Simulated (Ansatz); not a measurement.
The system is LuH2.

```xyz
3
Lattice="0.0000 2.5165 2.5165 2.5165 0.0000 2.5165 2.5165 2.5165 0.0000" Properties=species:S:1:pos:R:3 pbc="T T T"
Lu    0.0000    0.0000    0.0000
H     3.7748    3.7748    3.7748
H     1.2583    1.2583    1.2583
```

Base run:

```yaml
Program: Ansatz 0.2.0
Functional: PBEsol
Potentials_or_basis: all-electron LAPW, non-relativistic
Cutoff: 232 eV
Density_cutoff: 929 eV
Basis_error_allowed: 0.002 eV/atom
k_mesh: 9 × 9 × 9
Occupations: fermi-dirac, width 0.05 eV
Spin: no spin polarisation
```

Its results: pressure 3.2 GPa.

Problem. The run is repeated on the same cell with these changes: potentials or basis from all-electron LAPW, non-relativistic to all-electron LAPW, scalar-relativistic. What comes out?

Solution. Pressure -4.0 GPa.

Caveats: relativity is left out, which matters for the heavier elements (some runs).

Not every run made on this cell is shown here.
